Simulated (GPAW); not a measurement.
# PtSe2 (Sudovikovite): single point with PBE+U

PtSe2 (Sudovikovite):

```
Pt Se
1.0
     3.72400    0.00000    0.00000
    -1.86200    3.22508    0.00000
     0.00000    0.00000    5.06200
Pt Se
1 2
Direct
  0.00000 0.00000 0.00000
  0.66667 0.33333 0.75000
  0.33333 0.66667 0.25000
```

```yaml
Program: GPAW 26.7.0
Task: single point
Functional: PBE
Potentials_or_basis: GPAW PAW data sets (gpaw-data 1.2.1)
Cutoff: 450 eV
Basis: pw
k_mesh: 7 × 7 × 4
Occupations: fermi-dirac, width 0.01 eV
Spin: no spin polarisation
Hubbard_terms: Pt d U = 6.2 eV
```

- Pressure: 5.5 GPa
- Largest force: 0.600 eV/Å
- Band gap on the k mesh: none (metal or under the smearing width)

Forces on the atoms (eV/Å):
```
Pt   0.000  0.000  0.000
Se   0.000  0.000 -0.600
Se   0.000  0.000  0.600
```

Stress tensor (GPa, compression positive):
```
5.64 0.00 0.00
0.00 5.64 0.00
0.00 0.00 5.22
```

Levels at points of the mesh, in eV from the Fermi level:
```tsv
k point	band 11	band 12	band 13	band 14	band 15	band 16	band 17	band 18
(0.00, 0.00, 0.00)	-3.57	-0.75	-0.75	0.65	1.49	1.49	4.01	4.63
(0.00, 0.00, 0.50)	-2.72	-1.93	-1.21	-1.21	2.35	2.35	5.29	6.57
```

It took 9.8 s on 1 thread of Intel(R) Xeon(R) 6975P-C (Granite Rapids) (shared host), peak memory 0.16 GiB.

Caveat: the cutoff is short for stress and forces, so pressures can be off by a GPa or more; U without spin polarisation on a metal has little footing. Spin-orbit coupling is left out, which matters for the levels of Pt.
